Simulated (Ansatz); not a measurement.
## Re: pressure against volume

Re, Fm-3m, a = 3.881 Å. This isn't the element's structure at ambient conditions. Ansatz: PBEsol, PAW, 420 eV, Γ-centred 18×18×18 mesh on 1 atom, Gaussian smearing 0.10 eV; no spin polarisation. Symmetry fixes shape and atoms, so the cell is only scaled; pressure is positive in compression.

```
V (Å³/atom) P (GPa)
     13.732    27.46
     14.171    12.64
     14.609     0.00
     15.047        ?
     15.486   -19.93
```

Problem. Take V0 = 14.609 Å³/atom, fit the third-order Birch–Murnaghan form to the other rows, and predict the missing pressure.

Solution. With the Eulerian strain f = ½[(V0/V)^(2/3) − 1] and y = P/[3f(1 + 2f)^(5/2)], the form is the line y = B0 + 1.5 B0 (B0′ − 4) f. Rows (f, y): 0.02107, 391.8; 0.01025, 390.7; -0.01906, 384.1. Means f = 0.004087, y = 388.87; Σ(Δf)² = 0.0008622, ΣΔfΔy = 0.1714; the slope is their ratio. y = 388.1 + 198.9 f GPa, so B0 = 388.1 GPa and B0′ = 4 + 2 × (198.9)/(3 × 388.1) = 4.34. At V = 15.047, f = -0.00975, y = 386.16 and P = -10.75 GPa. The run gave -10.77 GPa, so the fit is 0.02 GPa too high, within the rms miss on the fitted rows (0.02 GPa).

Spin–orbit coupling is left out, which can shift energies with elements as heavy as these.